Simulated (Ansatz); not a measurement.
**Al: energy along a strain**

Al, Fm-3m, a = 4.048 Å (as given, not relaxed at this level: -0.4 GPa). Ansatz: PBE, PAW, 420 eV, Γ-centred 20×20×20 mesh on 1 atom, Gaussian smearing 0.15 eV; no spin polarisation. Cell vectors (Å): 0.000 2.024 2.024; 2.024 0.000 2.024; 2.024 2.024 0.000. The cell is strained by x per cent times the pattern (0 0 0 0 1 0) in the order xx yy zz yz xz xy (engineering shears), with fractional coordinates held. y is the free energy over the start, V0 = 16.582 Å³/atom. Symmetry makes y even in x. Points with a strain past 8.5 % were computed too (4) and aren't used here.

| x (%) | y (meV/atom) |
| --- | --- |
| -7.50 | 9.23 |
| 0.00 | 0.00 |
| 1.87 | 0.55 |
| 3.75 | ? |
| 5.62 | 5.14 |

Q: Fit y = c2 x² + c4 x⁴ to the other rows, get the stiffness along the pattern, and predict the missing energy.

A: Least squares on the rows shown. y = 0.1608 x² + 5.933×10⁻⁵ x⁴. The clamped-ion stiffness p·C·p = 2 × 1.608 eV × 160.2 / 16.582 Å³ = 31 GPa, which is C55 in these axes (C44 of the cubic crystal) (second derivative at the start, which stands under stress). At x = 3.75 the fit asked for gives 2.27 meV/atom. The run gave 2.26 meV/atom, so the fit is 0.01 meV/atom too high, within twice the rms miss on the fitted rows (0.008 meV/atom).